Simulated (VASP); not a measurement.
Bi under changes of volume

One of the cells (31.692 Å³/atom); the others are scaled copies at fixed shape and fractional positions:

```
CELL_PARAMETERS angstrom
3.36494 -3.03184 0.03190
3.36494 3.03184 0.03190
-1.18607 0.00000 3.09524
ATOMIC_POSITIONS crystal
Bi 0.75265 0.75265 0.85349
Bi 0.24735 0.24735 0.14651
```

This isn't the form of Bi at room conditions, which is rhombohedral.

| Quantity | Value |
| --- | --- |
| Program | VASP 6.6.1 |
| Functional | LDA |
| Potentials or basis | VASP PAW LDA potentials, release 64 (Bi_d) |
| Cutoff | 520 eV |
| k mesh | 6 × 6 × 8 |
| Occupations | fermi-dirac, width 0.05 eV |
| Spin | no spin polarisation |

```csv
volume (Å³/atom),energy over the lowest point (meV/atom),pressure (GPa),largest force (eV/Å)
30.425,10.09,2.6,0.078
31.058,?,?,?
31.692,0.00,-0.1,0.003
32.326,2.27,-1.2,0.031
32.960,8.74,-2.2,0.061
```

Question: What does the run at 31.058 Å³/atom give?

Answer: Energy over the lowest point 2.42 meV/atom; pressure 1.2 GPa; largest force 0.039 eV/Å.

Worked out: A Birch-Murnaghan fit of order 2 (a polynomial in V^(-2/3)) to the other rows has its minimum at 31.70 Å³/atom with B0 = V·E''(V) = 59 GPa at fixed shape and positions, which overstates the stiffness. It gives 2.46 meV/atom at 31.058 Å³/atom, against the run's 2.42, and -dE/dV = 1.3 GPa, against 1.2.

Energies are extrapolated to zero smearing.
